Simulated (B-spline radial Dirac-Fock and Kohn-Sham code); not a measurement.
## How the levels of manganese move as electrons are removed

Model: Dirac-Fock ΔSCF + Breit + QED. Program: a radial B-spline solver. Each ion is free and in its tabulated ground configuration. Correlation and solid-state effects are left out.

Reference: Mn⁷⁺, [Ne] 3s2 3p6, with K (1s) 6705.6 eV, L1 (2s) 943.8 eV, L2 (2p1/2) 822.6 eV, M1 (3s) 235.6 eV. Shifts from it, in eV (a dash: the subshell is empty, belongs to an open shell averaged over j, or its hole state is left out as unreliable):

| ion | configuration | K (1s) | L1 (2s) | L2 (2p1/2) | M1 (3s) |
| --- | --- | --- | --- | --- | --- |
| Mn⁸⁺ | [Ne] 3s2 3p5 | +38.2 | +34.8 | +35.1 | +25.5 |
| Mn⁹⁺ | [Ne] 3s2 3p4 | +78.3 | +71.1 | +71.8 | +51.8 |
| Mn¹⁰⁺ | [Ne] 3s2 3p3 | +120.4 | +108.9 | – | +78.9 |
| Mn¹¹⁺ | [Ne] 3s2 3p2 | +164.3 | +148.1 | +149.0 | +106.8 |
| Mn¹²⁺ | [Ne] 3s2 3p1 | +210.1 | +188.6 | +190.1 | +135.5 |
| Mn¹³⁺ | [Ne] 3s2 | +257.7 | +230.6 | +232.6 | +165.0 |
| Mn¹⁴⁺ | [Ne] 3s1 | – | – | +275.5 | +198.9 |
| Mn¹⁵⁺ | [He] 2s2 2p6 | ? | ? | ? | ? |

Problem. Give the missing shifts for Mn¹⁵⁺.

Solution. K (1s) +353.7, L1 (2s) +314.0, L2 (2p1/2) +319.6, M1 (3s) – (eV).

Values without a named source are computed, but for edge energies of neutral atoms, which are taken from tables.
